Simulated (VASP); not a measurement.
# AlIn7As8 (F-43m) in VASP: notebook

The runs below take AlIn7As8 through relaxation of cell and atoms, with PBE.

Everything below comes from runs of VASP 6.6.1. Logs are shortened: lines on timing, memory, paths and dates and some standing lists are left out, and cuts for length are marked.

### Step 1. Starting point

It takes space group F-43m (No. 216, cubic). The conventional cell has a = 11.978 Å, b = 11.978 Å, c = 11.978 Å, α = 90.00°, β = 90.00°, γ = 90.00°. Al (site symmetry -43m) is surrounded by 4 As at 2.59 Å. Around In (site symmetry 2mm) lie 4 As at 2.59 Å. In (site symmetry -43m) has 4 As at 2.59 Å as nearest neighbours. Around As (site symmetry 3m) lie 1 Al at 2.59 Å and 3 In at 2.59 Å. Around As (site symmetry 3m) lie 4 In at 2.59 Å.

The cell was built by a generator and needn't be a form met in nature.

### Step 2. Relaxation of cell and atoms, PBE

Input file INCAR:

```
SYSTEM = AlIn7As8
PREC = Accurate
ENCUT = 600
EDIFF = 1E-6
ISMEAR = 0
SIGMA = 0.03
LREAL = .FALSE.
LASPH = .TRUE.
NELM = 80
ALGO = Normal
ISIF = 3
LWAVE = .FALSE.
LCHARG = .FALSE.
GGA = PE
IBRION = 2
NSW = 90
EDIFFG = -0.01
KPAR = 4
```

Input file KPOINTS:

```
regular mesh
0
G
  6 6 6
  0 0 0
```

Input file POSCAR:

```
AlIn7As8
1.0
   -5.9891000000      0.0000000000      5.9891000000
   -5.9891000000     -5.9891000000      0.0000000000
    0.0000000000     -5.9891000000      5.9891000000
Al In As
1 7 8
Direct
    0.0000000000      0.5000000000      0.0000000000
    0.0000000000      0.0000000000      0.0000000000
    0.0000000000      0.5000000000      0.5000000000
    0.0000000000      0.0000000000      0.5000000000
    0.5000000000      0.5000000000      0.0000000000
    0.5000000000      0.0000000000      0.0000000000
    0.5000000000      0.5000000000      0.5000000000
    0.5000000000      0.0000000000      0.5000000000
    0.1250000000      0.1250000000      0.1250000000
    0.1250000000      0.6250000000      0.1250000000
    0.1250000000      0.1250000000      0.6250000000
    0.1250000000      0.6250000000      0.6250000000
    0.6250000000      0.1250000000      0.1250000000
    0.6250000000      0.6250000000      0.1250000000
    0.6250000000      0.1250000000      0.6250000000
    0.6250000000      0.6250000000      0.6250000000
```

Potentials or basis: VASP PAW PBE potentials, release 64 (Al, In_d, As).

Command:

```console
$ cat potpaw_PBE.64/Al/POTCAR potpaw_PBE.64/In_d/POTCAR potpaw_PBE.64/As/POTCAR > POTCAR
$ mpirun -np 4 vasp_std > vasp.out
```

OUTCAR:

```text
SYSTEM = AlIn7As8
   PREC = Accurate
   ENCUT = 600
   EDIFF = 1E-6
   ISMEAR = 0
   LREAL = .FALSE.
   LASPH = .TRUE.
   NELM = 80
   ISIF = 3
   GGA = PE
   IBRION = 2
   NSW = 90
   EDIFFG = -0.01

 ion  position               nearest neighbor table
   1  0.000  0.500  0.000-   9 2.59  10 2.59  12 2.59  14 2.59
   2  0.000  0.000  0.000-   9 2.59  10 2.59  11 2.59  13 2.59
   3  0.000  0.500  0.500-  10 2.59  11 2.59  12 2.59  16 2.59
   4  0.000  0.000  0.500-   9 2.59  11 2.59  12 2.59  15 2.59
   5  0.500  0.500  0.000-  10 2.59  13 2.59  14 2.59  16 2.59
   6  0.500  0.000  0.000-   9 2.59  13 2.59  14 2.59  15 2.59
[... 8 lines left out ...]
  15  0.625  0.125  0.625-   4 2.59   6 2.59   7 2.59   8 2.59
  16  0.625  0.625  0.625-   3 2.59   5 2.59   7 2.59   8 2.59

  LATTYP: Found a face centered cubic cell.
 ALAT       =    11.9782000000

  Lattice vectors:

 A1 = (  -5.9891000000,   0.0000000000,   5.9891000000)
 A2 = (  -5.9891000000,  -5.9891000000,   0.0000000000)
 A3 = (   0.0000000000,  -5.9891000000,   5.9891000000)

Analysis of symmetry for initial positions (statically):
=====================================================================
 Subroutine PRICEL returns:
 Original cell was already a primitive cell.

 Routine SETGRP: Setting up the symmetry group for a
 face centered cubic supercell.

 Subroutine GETGRP returns: Found 24 space group operations
 (whereof  4 operations were pure point group operations)
 out of a pool of 48 trial point group operations.

The static configuration has the point symmetry C_2v.
 The point group associated with its full space group is T_d .

Analysis of symmetry for dynamics (positions and initial velocities):
=====================================================================
 Subroutine PRICEL returns:
 Original cell was already a primitive cell.

 Routine SETGRP: Setting up the symmetry group for a
 face centered cubic supercell.

 Subroutine GETGRP returns: Found 24 space group operations
 (whereof  4 operations were pure point group operations)
 out of a pool of 48 trial point group operations.

The dynamic configuration has the point symmetry C_2v.
 The point group associated with its full space group is T_d .

 Subroutine INISYM returns: Found 24 space group operations
 (whereof  4 operations are pure point group operations),
 and found     1 'primitive' translations

[... 136 lines left out ...]
  Thomas-Fermi vector in A             =   2.246758
   LORBIT       =      0    0 simple, 1 ext, 2 COOP (PROOUT), +10 PAW based schemes
   GGA     = PE    functional components
   LHFCALC =     F    Hartree Fock is set to
   AEXX    =    0.0000 exact exchange contribution
   IVDW    =     0    specifies the selected vdW correction
   LEPSILON=     F    determine dielectric tensor
   LRPA    =     F    only Hartree local field effects (RPA)
 conjugate gradient relaxation of ions
 non-spin polarized calculation
 Gauss-broadening in eV      SIGMA  =   0.03
  energy-cutoff  :      600.00
  volume of cell :      429.65
 maximum number of plane-waves:     14375
 NGX is ok and might be reduce to    70
   NGX = 33   NGY = 33   NGZ = 33

--------------------------------------- Ionic step        1  -------------------------------------------

 number of electron     133.9999978 magnetization

 Free energy of the ion-electron system (eV)
  ---------------------------------------------------
  ext. energy  EPLUGINS =         0.00000000
  ---------------------------------------------------
  free energy    TOTEN  =       -62.62048100 eV

  energy without entropy =      -62.62037162  energy(sigma->0) =      -62.62042631

 E-fermi :   4.5614     XC(G=0):  -9.1179

 val. band max:        4.5268340854   @ k =   0.0000   0.0000   0.0000
 cond. band min:       4.5828657354   @ k =   0.0000   0.0000   0.0000
 fundamental gap:      0.0560316500
 Fermi energy:         4.5613631405

 k-point     1 :       0.0000    0.0000    0.0000
  band No.  band energies     occupation
      1     -10.0537      2.00000
      2     -10.0537      2.00000
      3     -10.0537      2.00000
      4     -10.0074      2.00000
      5      -9.9712      2.00000
      6      -9.9712      2.00000
[... 1301 lines left out ...]
     78       8.4114      0.00000
     79       8.5302      0.00000
 [bands above 79 left out]

------------------------ aborting loop because EDIFF is reached ----------------------------------------

  FORCE on cell =-STRESS in cart. coord.  units (eV):
  Direction    XX          YY          ZZ          XY          YZ          ZX
  --------------------------------------------------------------------------------------
  -------------------------------------------------------------------------------------
  Total       11.8725491     11.8725491     11.8725491     -0.0000000      0.0000000      0.0000000
  in kB       44.2730936     44.2730936     44.2730936     -0.0000000      0.0000000      0.0000000
  external PRESSURE =      44.2730936 kB  Pullay stress =       0.0000000 kB
[... 387 lines left out ...]
--------------------------------------- Ionic step        9  -------------------------------------------

 number of electron     134.0000018 magnetization

 Free energy of the ion-electron system (eV)
  ---------------------------------------------------
  ext. energy  EPLUGINS =         0.00000000
  ---------------------------------------------------
  free energy    TOTEN  =       -63.27081308 eV

  energy without entropy =      -63.27059650  energy(sigma->0) =      -63.27070479

 E-fermi :   3.8399     XC(G=0):  -8.8219

 val. band max:        3.8307111823   @ k =   0.0000   0.0000   0.0000
 cond. band min:       4.5605352819   @ k =   0.1667   0.0000   0.0000
 fundamental gap:      0.7298240995
 Fermi energy:         3.8399152469

 k-point     1 :       0.0000    0.0000    0.0000
  band No.  band energies     occupation
      1     -10.5353      2.00000
      2     -10.5353      2.00000
      3     -10.5353      2.00000
      4     -10.4998      2.00000
      5     -10.4562      2.00000
      6     -10.4561      2.00000
[... 1301 lines left out ...]
     78       7.6628      0.00000
     79       7.8088      0.00000
 [bands above 79 left out]

------------------------ aborting loop because EDIFF is reached ----------------------------------------

  FORCE on cell =-STRESS in cart. coord.  units (eV):
  Direction    XX          YY          ZZ          XY          YZ          ZX
  --------------------------------------------------------------------------------------
  -------------------------------------------------------------------------------------
  Total        0.0377108      0.0377108      0.0377108     -0.0000000     -0.0000000      0.0000000
  in kB        0.1312199      0.1312199      0.1312199     -0.0000000     -0.0000000      0.0000000
  external PRESSURE =       0.1312199 kB  Pullay stress =       0.0000000 kB
[... 31 lines left out ...]
  FREE ENERGIE OF THE ION-ELECTRON SYSTEM (eV)
  ---------------------------------------------------
  free  energy   TOTEN  =       -63.2708130819 eV

  energy  without entropy=      -63.2705964981  energy(sigma->0) =      -63.27070479

 reached required accuracy - stopping structural energy minimisation
```

CONTCAR:

```text
AlIn7As8
   1.00000000000000
    -6.1288968409028097    0.0000000000000000    6.1288968409028097
    -6.1288968409028097   -6.1288968409028097    0.0000000000000000
     0.0000000000000000   -6.1288968409028097    6.1288968409028097
  Al              In              As
     1     7     8
Direct
     0.0000000000000000    0.5000000000000000    0.0000000000000000
     0.0005553465886349    0.9994446534113649    0.0005553465886349
     0.0005553465886349    0.5005553465886351    0.4994446534113650
     0.0005553465886349    0.9994446534113649    0.4994446534113650
     0.4994446534113650    0.5005553465886351    0.0005553465886349
     0.4994446534113650    0.9994446534113649    0.0005553465886349
[... 8 lines left out ...]
     0.6249386985147360    0.1249386985147361    0.6249386985147360
     0.6249386985147360    0.6251839044557916    0.6249386985147360

  0.00000000E+00  0.00000000E+00  0.00000000E+00
  0.00000000E+00  0.00000000E+00  0.00000000E+00
  0.00000000E+00  0.00000000E+00  0.00000000E+00
  0.00000000E+00  0.00000000E+00  0.00000000E+00
  0.00000000E+00  0.00000000E+00  0.00000000E+00
  0.00000000E+00  0.00000000E+00  0.00000000E+00
[... 8 lines left out ...]
  0.00000000E+00  0.00000000E+00  0.00000000E+00
  0.00000000E+00  0.00000000E+00  0.00000000E+00
```

Wall time 46 min (4 MPI ranks of Intel Xeon Platinum 8259CL at 2.50GHz (Skylake/Cascade Lake), shared host); peak memory 1.1 GiB.

Results:

* Free energy: -63.2708 eV
* Relaxed volume: 28.78 Å³/atom
* Relaxed cell: a = 8.668 Å, b = 8.668 Å, c = 8.668 Å, α = 60.00°, β = 60.00°, γ = 60.00°
* Space group after relaxing (to 0.05 Å): F-43m (No. 216)
* Energy gained by relaxing: 40.6 meV/atom
* Ionic steps: 9
* Pressure after relaxing: 0.0 GPa
* Band gap on the k mesh: none (metal or under the smearing width)

The path:
| step | energy change (eV) | largest force (eV/Å) | pressure (GPa) | volume (Å³) |
| --- | --- | --- | --- | --- |
| 1 | 0.0000 | 1.1413 | 4.43 | 429.65 |
| 2 | -0.5055 | 0.4584 | -1.60 | 477.46 |
| 3 | -0.5542 | 0.5994 | -0.43 | 465.58 |
| 4 | -0.6176 | 0.3567 | -0.24 | 463.25 |
| 5 | -0.6489 | 0.0667 | 0.06 | 460.14 |
| 6 | -0.6489 | 0.0668 | 0.05 | 460.25 |
| 7 | -0.6500 | 0.0278 | -0.03 | 460.92 |
| 8 | -0.6502 | 0.0113 | -0.06 | 461.21 |
| 9 | -0.6503 | 0.0075 | 0.01 | 460.44 |

Final structure:
```xyz
16
Lattice="-6.1289 0.0000 6.1289 -6.1289 -6.1289 0.0000 0.0000 -6.1289 6.1289" Properties=species:S:1:pos:R:3 pbc="T T T"
Al   -3.0644   -3.0644    0.0000
In   -6.1289   -6.1289    0.0068
In   -3.0713   -6.1289    3.0644
In   -6.1289   -9.1865    3.0644
In   -6.1289   -3.0713    3.0644
In   -9.1865   -6.1289    3.0644
In   -6.1289   -6.1289    6.1221
In   -3.0644   -3.0644    6.1289
As   -1.5985   -1.5985    1.4659
As   -4.5304   -4.5304    1.4659
As   -1.5330   -4.5959    4.5974
As   -4.5304   -7.7274    4.6630
As   -4.5959   -1.5330    4.5974
As   -7.7274   -4.5304    4.6630
As   -4.5959   -4.5959    7.6604
As   -7.6619   -7.6619    7.6604
```

Levels at points of the mesh, in eV from the Fermi level:
| k point | band 65 | band 66 | band 67 | band 68 | band 69 | band 70 |
| --- | --- | --- | --- | --- | --- | --- |
| (0.00, 0.00, 0.00) | -0.30 | -0.01 | -0.01 | -0.01 | 0.88 | 0.88 |
| (0.50, 0.00, 0.00) | -0.58 | -0.43 | -0.43 | 1.12 | 1.29 | 2.05 |
| (0.50, 0.50, 0.00) | -0.96 | -0.95 | -0.77 | 2.06 | 2.32 | 2.51 |

### Step 3. Relaxation of cell and atoms, PBE

This run uses another cell than the first one, of 28.78 Å³/atom, 1.072 times its volume.

Edit INCAR of step 2 so:

```diff
@@ -3,3 +3,3 @@
 ENCUT = 600
-EDIFF = 1E-6
+EDIFF = 1E-7
 ISMEAR = 0
@@ -16,3 +16,3 @@
 NSW = 90
-EDIFFG = -0.01
+EDIFFG = -0.005
 KPAR = 4
```

KPOINTS is that of step 2.

Input file POSCAR:

```
AlIn7As8                                
1.0
   -6.1288968409      0.0000000000      6.1288968409
   -6.1288968409     -6.1288968409      0.0000000000
    0.0000000000     -6.1288968409      6.1288968409
  Al              In              As            
     1     7     8
Direct
     0.0000000000000000    0.5000000000000000    0.0000000000000000
     0.0005553465886349    0.9994446534113649    0.0005553465886349
     0.0005553465886349    0.5005553465886351    0.4994446534113650
     0.0005553465886349    0.9994446534113649    0.4994446534113650
     0.4994446534113650    0.5005553465886351    0.0005553465886349
     0.4994446534113650    0.9994446534113649    0.0005553465886349
     0.4994446534113650    0.5005553465886351    0.4994446534113650
     0.5000000000000000    0.0000000000000000    0.5000000000000000
     0.1195913316552759    0.1412260050341724    0.1195913316552759
     0.1195913316552759    0.6195913316552759    0.1195913316552759
     0.1251839044557916    0.1249386985147361    0.6249386985147360
     0.1195913316552759    0.6195913316552759    0.6412260050341724
     0.6249386985147360    0.1249386985147361    0.1251839044557916
     0.6412260050341724    0.6195913316552759    0.1195913316552759
     0.6249386985147360    0.1249386985147361    0.6249386985147360
     0.6249386985147360    0.6251839044557916    0.6249386985147360
```

Potentials or basis: VASP PAW PBE potentials, release 64 (Al, In_d, As).

Command:

```console
$ cat potpaw_PBE.64/Al/POTCAR potpaw_PBE.64/In_d/POTCAR potpaw_PBE.64/As/POTCAR > POTCAR
$ mpirun -np 4 vasp_std > vasp.out
```

It took 13 min on 4 MPI ranks of Intel Xeon Platinum 8259CL at 2.50GHz (Skylake/Cascade Lake), shared host; peak memory 1.1 GiB.

The run converged. Its results:

- Free energy: -63.2737 eV
- Relaxed volume: 28.80 Å³/atom
- Relaxed cell: a = 8.670 Å, b = 8.670 Å, c = 8.670 Å, α = 60.00°, β = 60.00°, γ = 60.00°
- Space group after relaxing (to 0.05 Å): F-43m (No. 216)
- Energy gained by relaxing: 0.0 meV/atom
- Ionic steps: 2
- Pressure after relaxing: 0.0 GPa
- Largest force after relaxing: 0.004 eV/Å
- Band gap on the k mesh: none (metal or under the smearing width)

Forces in eV/Å, atoms in the order of the input:
```
Al   0.000  0.000  0.000
In   0.000  0.000 -0.001
In   0.001  0.000  0.000
In   0.000 -0.001  0.000
In   0.000  0.001  0.000
In  -0.001  0.000  0.000
In   0.000  0.000  0.001
In   0.000  0.000  0.000
As   0.001  0.001  0.001
As  -0.001 -0.001  0.001
As   0.002 -0.002 -0.002
As  -0.001  0.001 -0.001
As  -0.002  0.002 -0.002
As   0.001 -0.001 -0.001
As  -0.002 -0.002  0.002
As   0.002  0.002  0.002
```

Final structure:
```xyz
16
Lattice="-6.1303 0.0000 6.1303 -6.1303 -6.1303 0.0000 0.0000 -6.1303 6.1303" Properties=species:S:1:pos:R:3 pbc="T T T"
Al   -9.1955   -3.0652    6.1303
In   -6.1303   -6.1303    0.0067
In   -3.0718   -6.1303    3.0652
In   -6.1303   -9.1888    3.0652
In   -6.1303   -3.0718    3.0652
In   -9.1888   -6.1303    3.0652
In   -6.1303   -6.1303    6.1236
In   -9.1955   -9.1955    6.1303
As   -1.5988   -1.5988    1.4663
As   -4.5315   -4.5315    1.4663
As   -1.5331   -4.5972    4.5983
As   -4.5315   -7.7291    4.6640
As   -4.5972   -1.5331    4.5983
As   -7.7291   -4.5315    4.6640
As   -4.5972   -4.5972    7.6623
As   -7.6634   -7.6634    7.6623
```

Levels at points of the mesh, in eV from the Fermi level:
```tsv
k point	band 64	band 65	band 66	band 67	band 68	band 69	band 70	band 71
(0.00, 0.00, 0.00)	-0.79	-0.30	-0.01	-0.01	-0.01	0.88	0.88	0.88
(0.50, 0.00, 0.00)	-0.58	-0.58	-0.42	-0.42	1.12	1.29	2.05	2.05
(0.50, 0.50, 0.00)	-0.96	-0.96	-0.95	-0.77	2.05	2.32	2.51	2.55
```
